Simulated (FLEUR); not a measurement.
**7 compounds in the zinc blende structure under PBEsol**

PBEsol equations of state with FLEUR, all-electron (Γ-centred k meshes with a spacing near 0.25 Å⁻¹, Fermi-Dirac smearing of 0.05 eV, no spin polarisation, no spin-orbit coupling), all in space group F-43m. V0 and B0 come from Birch-Murnaghan fits. Gaps hold for the database cell, not V0, and a dash stands where no gap was taken; † marks indirect gaps read on the mesh alone, too high where an edge lies between its points. The cells needn't be the stable forms at room conditions.

```csv
crystal,V0 (Å³/atom),B0 (GPa),gap (eV)
BN,5.86,385.8,-
AlN,10.48,200.2,3.19†
GaN,11.37,188.3,1.68
BP,11.54,169.4,1.14†
BAs,13.54,140.3,1.09†
GaP,20.10,85.0,1.52†
GaAs,22.65,69.0,0.45
```

From BN to GaAs the volume grows from 5.86 to 22.65 Å³ an atom, and the modulus runs between 69.0 (GaAs) and 385.8 GPa (BN). A power law B0 ≈ 3830 × V0^(-1.27) (GPa, Å³) holds to 4 % (root mean square); GaN lies farthest from it (+8 %). Binding weakens with bond length and spreads over more volume, so larger cells are softer; the law holds for these crystals, not for other charges or bonds.

With either boron or gallium as the cation, replacing N by P expands the lattice and softens it far more than replacing P by As. Nitrogen's 2p shell has no p core beneath it and so forms short, strong bonds, whereas the filled 3d shell of arsenic screens the nuclear charge poorly and limits its growth relative to phosphorus. The same 3d contraction keeps GaN close to AlN in volume.

Volume isn't the whole story: GaN and BP have nearly equal cells, yet GaN is clearly stiffer. Greater polarity would usually be expected to lower the modulus at a given bond length, so another contribution, possibly repulsion involving the Ga 3d shell, probably outweighs it here.

The direct gaps of GaN and GaAs fall well below the known values, as expected of semilocal Kohn-Sham eigenvalues, which lack the derivative discontinuity. Spin-orbit coupling can't account for the shortfall in GaAs, since it would raise the valence-band edge and narrow the gap further.
